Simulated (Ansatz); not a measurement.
**BaZrO₃: moving Ba off its site**

BaZrO₃, Pm-3m, a = 4.181 Å (as given, not relaxed at this level: 5.2 GPa). The structure is a COD entry; whether it is the stable form wasn't checked. Ansatz: PBE, PAW, 420 eV, Γ-centred 6×6×6 mesh on 5 atoms, Gaussian smearing 0.05 eV; no spin polarisation.

```
CELL_PARAMETERS angstrom
4.18150 0.00000 0.00000
0.00000 4.18150 0.00000
0.00000 0.00000 4.18150
ATOMIC_POSITIONS crystal
Ba 0.50000 0.50000 0.50000
Zr 0.00000 0.00000 0.00000
O 0.50000 0.00000 0.00000
O 0.00000 0.50000 0.00000
O 0.00000 0.00000 0.50000
```

Atom 1 (Ba) moves by x along the unit vector (0.000, -0.707, -0.707), with its periodic images; all else is held. y is the free energy of the cell over the start, F the force along the path summed over the moved atoms. Symmetry makes y even in x.

```
  x (Å) y (meV) F (eV/Å)
-0.3000    179.9      1.31
-0.1500     41.9      0.57
 0.0000      0.0      0.00
 0.0375      2.6     -0.14
 0.0750     10.3     -0.28
 0.1125     23.3     -0.42
 0.1875     66.4     -0.73
 0.2250        ?         ?
 0.2625    134.8     -1.10
```

Task: Fit y = c2 x² + c4 x⁴ to the energies of the other rows, give the force constant, and predict energy and force of the missing row.

Result: Least squares on the rows shown. y = 1817.3 x² + 2017.5 x⁴. The force constant is 2 c2 = 3.63 eV/Å², for the cell as given, at 5.2 GPa (for all images moving together, not for a lone atom). The force −dy/dx at the missing row is -0.91 eV/Å (computed -0.91). At x = 0.2250 the fit asked for gives 97.2 meV. The run gave 97.2 meV, the same to the digits shown.